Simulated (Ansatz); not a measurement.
# Sb: the cost of one run

Program: Ansatz 0.2.0. Level of theory: DFT PBE, scalar-relativistic, plane waves, PAW. These are calculated values, not measurements.

1 further run of the same task is left out (set aside as unsound or not needed).

## Step 1: The structure to begin with

It takes space group Im-3m (No. 229, cubic). Conventional cell: a = 2.997 Å, b = 2.997 Å, c = 2.997 Å, α = 90.00°, β = 90.00°, γ = 90.00°. Around V (site symmetry m-3m) lie 8 V at 2.60 Å.

Coordinates:

```
V
1.0
    -1.49859    1.49859    1.49859
     1.49859   -1.49859    1.49859
     1.49859    1.49859   -1.49859
V
1
Direct
  0.00000 0.00000 0.00000
```

This cell was relaxed beforehand with the same method: volume 13.46 Å³/atom, gap on the mesh none (metal).

## Step 2: Swap V → Sb

Sb starts from the relaxed positions of V, with all lengths scaled by 0.937, a guess from tabulated radii.

## Step 3: A first look at the start (Sb)

input.yaml

```yaml
crystal:
  lattice:
    - [-1.4035283973, 1.4035283973, 1.4035283973]
    - [1.4035283973, -1.4035283973, 1.4035283973]
    - [1.4035283973, 1.4035283973, -1.4035283973]
  atoms:
    - { symbol: Sb, position: [0.0, 0.0, 0.0] }
basis:
  ecutwfc: 420
kpoints:
  mp_grid: { grid: [8, 8, 8] }
hamiltonian:
  xc: pbe
scf:
  occupations: { method: gaussian, width: 0.1 }
output:
  forces: true
  stress: true
  eigenvalues: true
```

Run with:

```sh
$ ansatz run input.yaml --threads 1 --pin off --max-ram 2560MiB --backend cpu --events-out ev --progress --plain --runs-dir out
```

Q: Estimate wall time and peak memory on 1 thread of Arm Neoverse V1, shared host.

About 1.1 s, with a peak of 0.24 GiB.
